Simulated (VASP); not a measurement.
Input of a VASP 6.6.1 run:

INCAR

```
PREC = Accurate
ENCUT = 600
EDIFF = 1E-7
ISMEAR = -1
SIGMA = 0.005
LREAL = F
LASPH = T
NELM = 60
ALGO = Fast
ISIF = 8
LWAVE = F
LCHARG = F
GGA = PS
IBRION = 2
NSW = 40
EDIFFG = -0.01
PSTRESS = 0
ADDGRID = T
```

KPOINTS

```
regular mesh
0
Gamma
  10 10 8
```

POSCAR

```
MoP
1.0
    3.2230000000      0.0000000000      0.0000000000
   -1.6115000000      2.7911998764      0.0000000000
    0.0000000000      0.0000000000      3.1910000000
Mo P
1 1
Direct
    0.0000000000      0.0000000000      0.0000000000
    0.3333333333      0.6666666667      0.5000000000
```

Potentials or basis: VASP PAW PBE potentials, release 64 (Mo_sv, P).

Command:

```console
$ cat potpaw_PBE.64/Mo_sv/POTCAR potpaw_PBE.64/P/POTCAR > POTCAR
$ mpirun -np 1 vasp_std > vasp.out
```

Task: Predict the band gap on the k mesh.

Result: None (metal or under the smearing width).

Task: What does it give for the relaxed volume?

Result: 14.14 Å³/atom.

Task: Predict the space group after relaxing (to 0.05 Å).

Result: P-6m2 (No. 187).

The path:
```
step  energy change (eV)  largest force (eV/Å)  pressure (GPa)  volume (Å³)
   1              0.0000                0.0000           -3.56        28.71
   2              0.0166                0.0000            8.12        27.40
   3             -0.0049                0.0000           -0.03        28.28
```

Caveat: the PAW data sets were made with another functional, which shifts forces and pressure a little.
